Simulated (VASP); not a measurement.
# Er (Im-3m) in VASP: notebook

One crystal, Er, is run at these levels: optB86b-vdW, PBE; tasks: relaxation of cell and atoms, single point.

Program: VASP 6.6.1. These are calculated values, not measurements. Logs are shortened: lines on timing, memory, paths and dates and some standing lists are left out, and cuts for length are marked.

**1. The structure**

The structure is cubic, space group Im-3m (No. 229). Conventional cell: a = 3.956 Å, b = 3.956 Å, c = 3.956 Å, α = 90.00°, β = 90.00°, γ = 90.00°. Er (site symmetry m-3m) has 8 Er at 3.43 Å as nearest neighbours.

This isn't the form of Er at room conditions, which is hcp.

**2. Relaxation of cell and atoms, optB86b-vdW, collinear spin, ferromagnetic start**

run.py

```python
from ase.calculators.vasp import Vasp
from ase.filters import FrechetCellFilter
from ase.io import read
from ase.optimize import BFGS

atoms = read('Er.cif', primitive_cell=True, subtrans_included=False)
atoms.set_initial_magnetic_moments([3.0])
calc = Vasp(
    directory='calc',
    xc='optb86b-vdw',
    pp='PBE',
    setups={'base': 'minimal'},
    prec='Accurate',
    encut=600,
    ediff=1e-07,
    ismear=-4,
    sigma=0.5,
    lreal=False,
    lasph=True,
    nelm=100,
    algo='Normal',
    isif=2,
    lwave=False,
    lcharg=False,
    ispin=2,
    lorbit=11,
    nupdown=4,
    lmaxmix=6,
    kpts=[9, 9, 9],
    gamma=False,
)
atoms.calc = calc
opt = BFGS(FrechetCellFilter(atoms), trajectory='relax.traj')
converged = opt.run(fmax=0.01, steps=40)
print('converged:', converged)

print('energy (eV):', atoms.get_potential_energy())
print('free energy (eV):', atoms.get_potential_energy(force_consistent=True))
print('forces (eV/A):')
print(atoms.get_forces())
print('stress (eV/A^3, Voigt):', atoms.get_stress())
print('Fermi level (eV):', calc.get_fermi_level())
print('moment (muB):', atoms.get_magnetic_moment())
print('site moments (muB):', atoms.get_magnetic_moments())
print('cell (A, degrees):', atoms.cell.cellpar())
print('volume (A^3):', atoms.get_volume())
print('scaled positions:')
print(atoms.get_scaled_positions())
```

Er.cif

```cif
data_Er
_cell_length_a 3.95587692
_cell_length_b 3.95587692
_cell_length_c 3.95587692
_cell_angle_alpha 90.00000000
_cell_angle_beta 90.00000000
_cell_angle_gamma 90.00000000
_space_group_name_H-M_alt 'Im-3m'
_space_group_name_Hall '-I 4 2 3'
_space_group_IT_number 229
loop_
_space_group_symop_operation_xyz
'x,y,z'
'-x,-y,-z'
'-y,x,z'
'y,-x,-z'
'-x,-y,z'
'x,y,-z'
'y,-x,z'
'-y,x,-z'
'x,-y,-z'
'-x,y,z'
'-y,-x,-z'
'y,x,z'
'-x,y,-z'
'x,-y,z'
'y,x,-z'
'-y,-x,z'
'z,x,y'
'-z,-x,-y'
'z,-y,x'
'-z,y,-x'
'z,-x,-y'
'-z,x,y'
'z,y,-x'
'-z,-y,x'
'-z,x,-y'
'z,-x,y'
'-z,-y,-x'
'z,y,x'
'-z,-x,y'
'z,x,-y'
'-z,y,x'
'z,-y,-x'
'y,z,x'
'-y,-z,-x'
'x,z,-y'
'-x,-z,y'
'-y,z,-x'
'y,-z,x'
'-x,z,y'
'x,-z,-y'
'-y,-z,x'
'y,z,-x'
'-x,-z,-y'
'x,z,y'
'y,-z,-x'
'-y,z,x'
'x,-z,y'
'-x,z,-y'
'x+1/2,y+1/2,z+1/2'
'-x+1/2,-y+1/2,-z+1/2'
'-y+1/2,x+1/2,z+1/2'
'y+1/2,-x+1/2,-z+1/2'
'-x+1/2,-y+1/2,z+1/2'
'x+1/2,y+1/2,-z+1/2'
'y+1/2,-x+1/2,z+1/2'
'-y+1/2,x+1/2,-z+1/2'
'x+1/2,-y+1/2,-z+1/2'
'-x+1/2,y+1/2,z+1/2'
'-y+1/2,-x+1/2,-z+1/2'
'y+1/2,x+1/2,z+1/2'
'-x+1/2,y+1/2,-z+1/2'
'x+1/2,-y+1/2,z+1/2'
'y+1/2,x+1/2,-z+1/2'
'-y+1/2,-x+1/2,z+1/2'
'z+1/2,x+1/2,y+1/2'
'-z+1/2,-x+1/2,-y+1/2'
'z+1/2,-y+1/2,x+1/2'
'-z+1/2,y+1/2,-x+1/2'
'z+1/2,-x+1/2,-y+1/2'
'-z+1/2,x+1/2,y+1/2'
'z+1/2,y+1/2,-x+1/2'
'-z+1/2,-y+1/2,x+1/2'
'-z+1/2,x+1/2,-y+1/2'
'z+1/2,-x+1/2,y+1/2'
'-z+1/2,-y+1/2,-x+1/2'
'z+1/2,y+1/2,x+1/2'
'-z+1/2,-x+1/2,y+1/2'
'z+1/2,x+1/2,-y+1/2'
'-z+1/2,y+1/2,x+1/2'
'z+1/2,-y+1/2,-x+1/2'
'y+1/2,z+1/2,x+1/2'
'-y+1/2,-z+1/2,-x+1/2'
'x+1/2,z+1/2,-y+1/2'
'-x+1/2,-z+1/2,y+1/2'
'-y+1/2,z+1/2,-x+1/2'
'y+1/2,-z+1/2,x+1/2'
'-x+1/2,z+1/2,y+1/2'
'x+1/2,-z+1/2,-y+1/2'
'-y+1/2,-z+1/2,x+1/2'
'y+1/2,z+1/2,-x+1/2'
'-x+1/2,-z+1/2,-y+1/2'
'x+1/2,z+1/2,y+1/2'
'y+1/2,-z+1/2,-x+1/2'
'-y+1/2,z+1/2,x+1/2'
'x+1/2,-z+1/2,y+1/2'
'-x+1/2,z+1/2,-y+1/2'
loop_
_atom_site_label
_atom_site_type_symbol
_atom_site_symmetry_multiplicity
_atom_site_Wyckoff_symbol
_atom_site_fract_x
_atom_site_fract_y
_atom_site_fract_z
_atom_site_occupancy
Er1 Er 2 a 0.0000000000 0.0000000000 0.0000000000 1
```

Potentials or basis: VASP PAW PBE potentials, release 64 (Er).

On the command line:

```
> python run.py
```

The program printed:

```text
<dir> UserWarning: vdW has been enabled, however no location for the vdw_kernel.bindat file has been specified. Set ASE_VASP_VDW environment variable to copy the vdW kernel.
  warnings.warn(
      Step     Time          Energy          fmax
BFGS:    0 --:--:--        0.305911        0.599928
BFGS:    1 --:--:--        0.292362        0.434980
BFGS:    2 --:--:--        0.273640        0.083145
BFGS:    3 --:--:--        0.272966        0.018694
BFGS:    4 --:--:--        0.272966        0.002274
converged: True
energy (eV): 0.27296623
free energy (eV): 0.27296623
forces (eV/A):
[[-0. -0. -0.]]
stress (eV/A^3, Voigt): [ 6.60246683e-05  6.60246683e-05  6.60246683e-05  0.00000000e+00
 -0.00000000e+00 -0.00000000e+00]
Fermi level (eV): 1.23914701
moment (muB): 4.0000009
site moments (muB): [2.939]
cell (A, degrees): [  3.54980654   3.54980654   3.54980654 109.47122063 109.47122063
 109.47122063]
volume (A^3): 34.43437176583056
scaled positions:
[[0. 0. 0.]]
```

OUTCAR:

```text
ENCUT = 600.000000
   NUPDOWN = 4.000000
   EDIFF = 1.00e-07
   GGA = MK
   PREC = Accurate
   ISIF = 2
   ISMEAR = -4
   ISPIN = 2
   LORBIT = 11
   NELM = 100
   LASPH = .TRUE.
   LREAL = .FALSE.

 ion  position               nearest neighbor table
   1  0.000  0.000  0.000-

  LATTYP: Found a body centered cubic cell.
 ALAT       =     4.0989635201

  Lattice vectors:

 A1 = (  -2.0494817601,   2.0494817601,   2.0494817601)
 A2 = (   2.0494817601,  -2.0494817601,   2.0494817601)
 A3 = (   2.0494817601,   2.0494817601,  -2.0494817601)

Analysis of symmetry for initial positions (statically):
=====================================================================
 Subroutine PRICEL returns:
 Original cell was already a primitive cell.

 Routine SETGRP: Setting up the symmetry group for a
 body centered cubic supercell.

 Subroutine GETGRP returns: Found 48 space group operations
 (whereof 48 operations were pure point group operations)
 out of a pool of 48 trial point group operations.

The static configuration has the point symmetry O_h .

Analysis of symmetry for dynamics (positions and initial velocities):
=====================================================================
 Subroutine PRICEL returns:
 Original cell was already a primitive cell.

 Routine SETGRP: Setting up the symmetry group for a
 body centered cubic supercell.

 Subroutine GETGRP returns: Found 48 space group operations
 (whereof 48 operations were pure point group operations)
 out of a pool of 48 trial point group operations.

The dynamic configuration has the point symmetry O_h .

Analysis of structural, dynamic, and magnetic symmetry:
=====================================================================
 Subroutine PRICEL returns:
 Original cell was already a primitive cell.

 Routine SETGRP: Setting up the symmetry group for a
 body centered cubic supercell.

[... 1133 lines left out ...]

 total charge

# of ion       s       p       d       f       tot
--------------------------------------------------
    1        2.113   5.758   0.403  11.286  19.560

 magnetization (x)

# of ion       s       p       d       f       tot
--------------------------------------------------
    1        0.019   0.053   0.323   2.544   2.939

Total vdW correction in eV:      3.9458547

  FORCE on cell =-STRESS in cart. coord.  units (eV):
  Direction    XX          YY          ZZ          XY          YZ          ZX
  --------------------------------------------------------------------------------------
  -------------------------------------------------------------------------------------
  Total       -0.0022735     -0.0022735     -0.0022735     -0.0000000     -0.0000000      0.0000000
  in kB       -0.1057832     -0.1057832     -0.1057832     -0.0000000     -0.0000000      0.0000000
  external PRESSURE =      -0.1057832 kB  Pullay stress =       0.0000000 kB

 VOLUME and BASIS-vectors are now :
 -----------------------------------------------------------------------------
  energy-cutoff  :      600.00
  volume of cell :       34.43
      direct lattice vectors                 reciprocal lattice vectors
    -2.049481760  2.049481760  2.049481760     0.000000000  0.243964113  0.243964113
     2.049481760 -2.049481760  2.049481760     0.243964113  0.000000000  0.243964113
     2.049481760  2.049481760 -2.049481760     0.243964113  0.243964113  0.000000000

  length of vectors
     3.549806538  3.549806538  3.549806538     0.345017358  0.345017358  0.345017358

 FORCES acting on ions
    electron-ion (+dipol)            ewald-force                    non-local-force                 convergence-correction
 -----------------------------------------------------------------------------------------------
   -.190E-13 -.400E-13 0.129E-13   -.488E-14 0.213E-14 0.385E-14   0.000E+00 0.265E-22 0.265E-22   0.919E-13 0.111E-13 0.177E-12
 -----------------------------------------------------------------------------------------------
   -.190E-13 -.400E-13 0.129E-13   -.488E-14 0.213E-14 0.385E-14   0.000E+00 0.265E-22 0.265E-22   0.919E-13 0.111E-13 0.177E-12

 POSITION                                       TOTAL-FORCE (eV/Angst)
 -----------------------------------------------------------------------------------
      0.00000      0.00000      0.00000        -0.000000     -0.000000     -0.000000
 -----------------------------------------------------------------------------------
    total drift:                                0.000000     -0.000000      0.000000

--------------------------------------------------------------------------------------------------------

  FREE ENERGIE OF THE ION-ELECTRON SYSTEM (eV)
  ---------------------------------------------------
  free  energy   TOTEN  =         0.2729662340 eV

  energy  without entropy=        0.2729662340  energy(sigma->0) =        0.27296623

--------------------------------------------------------------------------------------------------------

Total vdW correction in eV:      3.9458529

--------------------------------------------------------------------------------------------------------

 -----------------------------------------------------------------------------
|                                                                             |
|           W    W    AA    RRRRR   N    N  II  N    N   GGGG   !!!           |
|           W    W   A  A   R    R  NN   N  II  NN   N  G    G  !!!           |
|           W    W  A    A  R    R  N N  N  II  N N  N  G       !!!           |
|           W WW W  AAAAAA  RRRRR   N  N N  II  N  N N  G  GGG   !            |
|           WW  WW  A    A  R   R   N   NN  II  N   NN  G    G                |
|           W    W  A    A  R    R  N    N  II  N    N   GGGG   !!!           |
|                                                                             |
|     Tetrahedron method does not include variations of the Fermi             |
|     occupations, so forces and stress will be inaccurate. We suggest        |
|     using a different smearing scheme ISMEAR = 1 or 2 for metals in         |
|     relaxations.                                                            |
|                                                                             |
 -----------------------------------------------------------------------------

 total charge

# of ion       s       p       d       f       tot
--------------------------------------------------
    1        2.113   5.758   0.403  11.286  19.560

 magnetization (x)

# of ion       s       p       d       f       tot
--------------------------------------------------
    1        0.019   0.053   0.323   2.544   2.939

 BZINTS: Fermi energy:    2.317465;   26.000000 electrons
         Band energy:-0.240244E+03;  BLOECHL correction:    0.000000
 BZINTS: Fermi energy:    1.239147;   18.000000 electrons
         Band energy:-0.212495E+03;  BLOECHL correction:    0.000000

=======================================================================
```

INCAR:

```text
AGGAC = 0.000000
ENCUT = 600.000000
PARAM1 = 0.123400
PARAM2 = 1.000000
SIGMA = 0.500000
NUPDOWN = 4.000000
EDIFF = 1.00e-07
ALGO = Normal
GGA = MK
PREC = Accurate
ISIF = 2
ISMEAR = -4
ISPIN = 2
LMAXMIX = 6
LORBIT = 11
NELM = 100
LASPH = .TRUE.
LCHARG = .FALSE.
LUSE_VDW = .TRUE.
LWAVE = .FALSE.
LREAL = .FALSE.
MAGMOM = 1*3.0000
```

Wall time 8.3 min (1 thread of AMD EPYC 9R45 (Zen 5), shared host); peak memory 0.35 GiB.

Results:

```yaml
Free_energy: 0.2730 eV
Relaxed_volume: 34.43 Å³/atom
Relaxed_cell: a = 3.550 Å, b = 3.550 Å, c = 3.550 Å, α = 109.47°, β = 109.47°, γ = 109.47°
Space_group_after_relaxing_to_0.05_Å: Im-3m (No. 229)
Energy_gained_by_relaxing: 32.9 meV/atom
Ionic_steps: 5
Pressure_after_relaxing: 0.0 GPa
Net_moment: 4.00 μB per cell
Site_moments: Er +2.94 μB
Valence_electrons_inside_the_program's_atomic_spheres: Er 19.56
```

The path:
| step | energy change (eV) | largest force (eV/Å) | pressure (GPa) | volume (Å³) |
| --- | --- | --- | --- | --- |
| 1 | 0.0000 | 0.0000 | 3.11 | 30.95 |
| 2 | -0.0135 | 0.0000 | 2.19 | 31.76 |
| 3 | -0.0323 | 0.0000 | 0.39 | 33.99 |
| 4 | -0.0329 | 0.0000 | -0.09 | 34.54 |
| 5 | -0.0329 | 0.0000 | -0.01 | 34.43 |

Final structure:
```
Er
1.0
    -2.04948    2.04948    2.04948
     2.04948   -2.04948    2.04948
     2.04948    2.04948   -2.04948
Er
1
Direct
  0.00000 0.00000 0.00000
```

Caveat: the magnetic or orbital state may not be the lowest; the PAW data sets were made with another functional, which shifts forces and pressure a little; spin-orbit coupling is left out, which moves the levels of the heavy elements; the total moment is fixed, so each spin has its own Fermi level.

**3. Single point, PBE, collinear spin, ferromagnetic start**

INCAR

```
SYSTEM = Er
ALGO = Normal
EDIFF = 1E-6
ENCUT = 500
GGA = PE
ISIF = 2
ISMEAR = 0
ISPIN = 2
LASPH = .TRUE.
LCHARG = .FALSE.
LMAXMIX = 6
LORBIT = 11
LREAL = .FALSE.
LWAVE = .FALSE.
MAGMOM = 3
NELM = 100
PREC = Accurate
SIGMA = 0.05
```

KPOINTS

```
k-points
0
G
  9 9 9
  0 0 0
```

POSCAR

```
Er
1.0
   -1.9779384575      1.9779384575      1.9779384575
    1.9779384575     -1.9779384575      1.9779384575
    1.9779384575      1.9779384575     -1.9779384575
Er
1
Direct
    0.0000000000      0.0000000000      0.0000000000
```

Potentials or basis: VASP PAW PBE potentials, release 64 (Er).

On the command line:

```
> cat potpaw_PBE.64/Er/POTCAR > POTCAR
> mpirun -np 1 vasp_std > vasp.out
```

It took 59 s on 1 thread of AMD EPYC 9R45 (Zen 5), shared host; peak memory 0.17 GiB.

Results (log left out):

| Quantity | Value |
| --- | --- |
| Free energy | -5.1204 eV |
| Pressure | 2.2 GPa |
| Band gap on the k mesh | none (metal or under the smearing width) |
| Net moment | 2.29 μB per cell |
| Site moments | Er +2.39 μB |
| Valence electrons inside the program's atomic spheres | Er 19.64 |

Levels at points of the mesh, in eV from the Fermi level:
Spin up:
| k point | band 10 | band 11 | band 12 | band 13 | band 14 | band 15 |
| --- | --- | --- | --- | --- | --- | --- |
| (0.00, 0.00, 0.00) | -1.93 | -1.93 | -1.93 | 2.47 | 2.47 | 2.47 |
Spin down:
```csv
k point,band 7,band 8,band 9,band 10,band 11,band 12,band 13,band 14
"(0.00, 0.00, 0.00)",-0.64,-0.64,-0.64,-0.01,-0.01,-0.01,2.64,2.64
```

Caveat: the magnetic or orbital state may not be the lowest; spin-orbit coupling is left out, which moves the levels of the heavy elements.
